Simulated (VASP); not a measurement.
Al, 1 atom in the cell. Symmetry: Fm-3m, No. 225, cubic system. Conventional cell: a = 4.016 Å, b = 4.016 Å, c = 4.016 Å, α = 90.00°, β = 90.00°, γ = 90.00°. Around Al (site symmetry m-3m) lie 12 Al at 2.84 Å. 

- Program: VASP 6.6.1
- Task: density of states
- Functional: PBE
- Potentials or basis: VASP PAW PBE potentials, release 64 (Al)
- Cutoff: 520 eV
- k mesh: 16 × 16 × 16
- Occupations: methfessel-paxton, width 0.1 eV
- Spin: no spin polarisation
- k mesh for the DOS: 24 × 24 × 24
- Occupations for the DOS: tetrahedron
- Further INCAR settings: ALGO = Normal; EDIFF = 1e-06; NBANDS = 8

Potentials or basis: VASP PAW PBE potentials, release 64 (Al).

The run is started by

```bash
$ cat potpaw_PBE.64/Al/POTCAR > POTCAR
$ cp INCAR.step1 INCAR
$ cp KPOINTS.step1 KPOINTS
$ mpirun -np 1 vasp_std > vasp.out
$ cp INCAR.step2 INCAR
$ cp KPOINTS.step2 KPOINTS
$ mpirun -np 1 vasp_std > vasp.out
```

Hardware: 1 thread of Intel(R) Xeon(R) 6975P-C (Granite Rapids) (shared host).

Estimate the wall time of this run.

Wall time 14 s on 1 thread of Intel(R) Xeon(R) 6975P-C (Granite Rapids), on a shared host, peak memory 0.16 GiB. Counts: scf iterations 6, k points 413.
